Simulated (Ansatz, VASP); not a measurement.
**AlN: VASP beside Ansatz**

```
Al N
1.0
     2.53586    0.00000    0.00000
     0.00000    2.53586    0.00000
     0.00000    0.00000    2.53586
Al N
1 1
Direct
  0.00000 0.00000 0.00000
  0.50000 0.50000 0.50000
```

Alike in both runs: functional PBE; k mesh 14 × 14 × 14; occupations fermi-dirac, width 0.08 eV; no spin polarisation.

Ansatz relaxed the structure, and its values are those at the end. VASP's run is a single point on that final structure, the one shown.

|  | VASP | Ansatz |
| --- | --- | --- |
| version | VASP 6.6.1 | Ansatz 0.2.0 |
| potentials or method | VASP PAW PBE potentials, release 64 (Al, N) | PAW with Ansatz's default frozen-core files, scalar-relativistic |
| plane-wave cutoff (eV) | 520 | 420 |
| valence electrons in the cell | 8 | 8 |

|  | VASP | Ansatz | Ansatz less VASP |
| --- | --- | --- | --- |
| pressure (GPa) | 20.9 | 21.0 | +0.11 |

With one functional, cell and mesh, what is left measures potentials, basis and numerics.

Caveats: so large a pressure means that the cell lies far from this level's equilibrium, or that cutoff or potentials fall short (VASP).
